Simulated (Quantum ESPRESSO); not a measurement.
## How biaxial strain moves the moments of MnSi: biaxial 0.94, ferro ++++

Quantum ESPRESSO 7.5; PBE; plane waves with GBRV 1.5 PBE potentials, no spin-orbit coupling.

Lengths in the Cartesian xy plane scale by the factor; z is kept. Atoms keep their fractional places. Seeded atoms are those given a starting moment.

Input file pw.in:

```
&CONTROL
  calculation = 'scf'
  prefix = 'pwscf'
  outdir = './tmp'
  pseudo_dir = './pseudo'
  disk_io = 'nowf'
  tprnfor = .true.
  tstress = .true.
/
&SYSTEM
  ibrav = 0
  celldm(1) = 8
  nat = 8
  ntyp = 2
  ecutwfc = 40
  ecutrho = 280
  nbnd = 57
  occupations = 'smearing'
  smearing = 'fd'
  degauss = 0.00367493
  nspin = 2
  starting_magnetization(1) = 0.2333
  starting_magnetization(2) = 0
/
&ELECTRONS
  conv_thr = 1.6d-08
  electron_maxstep = 150
  mixing_beta = 0.3
/
ATOMIC_SPECIES
Mn     54.9380 mn_pbe_v1.5.uspp.F.UPF
Si     28.0850 si_pbe_v1.uspp.F.UPF
CELL_PARAMETERS alat
   1.0120711719352    0.0000000000000    0.0000000000000
   0.0000000000000    1.0120711719352    0.0000000000000
   0.0000000000000    0.0000000000000    1.0766714595055
ATOMIC_POSITIONS crystal
Mn      0.1370000000    0.1370000000    0.1370000000
Mn      0.6370000000    0.3630000000    0.8630000000
Mn      0.8630000000    0.6370000000    0.3630000000
Mn      0.3630000000    0.8630000000    0.6370000000
Si      0.8450000000    0.8450000000    0.8450000000
Si      0.3450000000    0.6550000000    0.1550000000
Si      0.1550000000    0.3450000000    0.6550000000
Si      0.6550000000    0.1550000000    0.3450000000
K_POINTS automatic
8 8 8 0 0 0
```

Launch:

```console
OMP_NUM_THREADS=1 mpirun -n 4 pw.x -nk 4 -in pw.in > pw.out
```

Q: Predict the spin moment in the atom's sphere.

The site moments add up to 2.96 μB, near the cell's 3.09 μB; the rest lies between the atoms. Symmetry leaves 2 kinds of site among the 8 atoms, and equivalent atoms carry values of equal size.

Spin moment in the atom's sphere by atom:

```
atom  spin moment in the atom's sphere (μB)
 Mn1                                  0.763
 Mn2                                  0.763
 Mn3                                  0.763
 Mn4                                  0.763
 Si5                                 -0.024
 Si6                                 -0.024
 Si7                                 -0.024
 Si8                                 -0.024
```

This step gave:

```yaml
magnetization: 3.089 μB
absolute_magnetization: 3.496 μB
final_state: ferromagnetic
```

[Logs and program files are shortened in this print: banners, set-up blocks, solver, clock and traceback lines can be left out without a mark of their own.]

[Logs are printed without paths, hosts, clocks, repeated set-up lines and the standing remarks that a program may print on its own settings, such as how far it seeks lower states.]

[Hosts, paths, dates, database ids (printed as entryN), source tags and the programs' standing remarks are cut or masked in the printed files.]

[Where a cell is said to come from a database of computed structures, the database is the Materials Project.]
